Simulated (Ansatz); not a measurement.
Na2S: changing the functional

It takes space group Fm-3m (No. 225, cubic). Conventional cell: a = 6.547 Å, b = 6.547 Å, c = 6.547 Å, α = 90.00°, β = 90.00°, γ = 90.00°. S (site symmetry m-3m) is surrounded by 8 Na at 2.83 Å. Na (site symmetry -43m) has 4 S at 2.83 Å as nearest neighbours.

Kept alike: task band structure; k mesh 7 × 7 × 7; occupations fermi-dirac, width 0.05 eV; no spin polarisation. Program: Ansatz, all-electron LAPW, scalar-relativistic. The mesh is that of the run's cell of 3 atoms. No spin-orbit coupling.

| run | band gap (eV) | pressure (GPa) |
| --- | --- | --- |
| A | 2.361 | -0.58 |
| B | 2.237 | -2.15 |
| C | 2.479 | 0.30 |

Pressure is positive in compression. Gaps are the smaller of the mesh's and the band path's.

Q: The runs differ in the functional alone: LDA; PBE; PBEsol. Which run is which?

A: Run A is PBEsol; run B is LDA; run C is PBE. The band gap runs from 2.237 (LDA) to 2.479 eV (PBE). From PBE: LDA -0.242; PBEsol -0.118. The pressure runs from -2.15 (LDA) to 0.30 GPa (PBE). From PBE: LDA -2.45; PBEsol -0.88.
